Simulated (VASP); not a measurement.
BeSe, 2 atoms in the cell. Symmetry: F-43m, No. 216, cubic system. Conventional cell: a = 5.061 Å, b = 5.061 Å, c = 5.061 Å, α = 90.00°, β = 90.00°, γ = 90.00°. Be (site symmetry -43m) has 4 Se at 2.19 Å as nearest neighbours. Around Se (site symmetry -43m) lie 4 Be at 2.19 Å.  The cell isn't the ideal one: strained and moved within the space group.

```yaml
Program: VASP 6.6.1
Task: single point
Functional: PBE
Potentials_or_basis: VASP PAW PBE potentials, release 64 (Be, Se)
Cutoff: 520 eV
k_mesh: 8 × 8 × 8
Occupations: gaussian, width 0.02 eV
Spin: no spin polarisation
Dipole_correction: no
Further_INCAR_settings: ALGO = Normal; EDIFF = 1e-06; NBANDS = 11
```

Potentials or basis: VASP PAW PBE potentials, release 64 (Be, Se).

Run with:

```console
$ cat potpaw_PBE.64/Be/POTCAR potpaw_PBE.64/Se/POTCAR > POTCAR
$ mpirun -np 1 vasp_std > vasp.out
```

Hardware: 1 thread of Intel(R) Xeon(R) 6975P-C (Granite Rapids), with other jobs on the host.

Task: Estimate the wall time of this run.

Result: Run time: 4.6 s on 1 thread of Intel(R) Xeon(R) 6975P-C (Granite Rapids) (shared host), peak memory 0.15 GiB. Counts: scf iterations 11, k points 29.
